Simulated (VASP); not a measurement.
Runs of VASP 6.6.1 on FeO. Symmetry: R-3m, No. 166, trigonal system. Conventional cell: a = 3.035 Å, b = 3.035 Å, c = 7.547 Å, α = 90.00°, β = 90.00°, γ = 120.00°. Fe (site symmetry -3m) has 6 O at 2.16 Å as nearest neighbours. O (site symmetry -3m) has 6 Fe at 2.16 Å as nearest neighbours. 

```csv
level,spin,U,gap on the mesh (eV),pressure (GPa),moment (μB)
PBE,"collinear, ferromagnetic start",-,none,-0.6,4.00
PBE+U,"collinear, ferromagnetic start",Fe d U = 5 eV,none,-1.1,4.00
PBE+U,"collinear, zero start",Fe d U = 5 eV,(a),-17.0,(b)
PBE+U,"collinear, random start",Fe d U = 5 eV,none,-1.0,4.00
PBE,off,-,none,-25.9,-
```

Alike in all rows: task single point; potentials or basis VASP PAW PBE potentials, release 64 (Fe, O); cell as given; k mesh 8 × 8 × 8; cutoff (eV) 520; smearing gaussian 0.05 eV.

Question: Estimate the missing entries.

Answer: (a) 2.90; (b) 0.00.

Caveats: a cell with one magnetic atom can't hold antiferromagnetic order, which such compounds often take (some runs); semilocal functionals often make such compounds metallic where correlation or magnetic order opens a gap, which also shifts bond lengths (some runs); so large a pressure means that the cell lies far from this level's equilibrium, or that cutoff or potentials fall short (some runs).

A k mesh can miss the band edges.

A gap of «none» marks a metal or a gap under the smearing width.
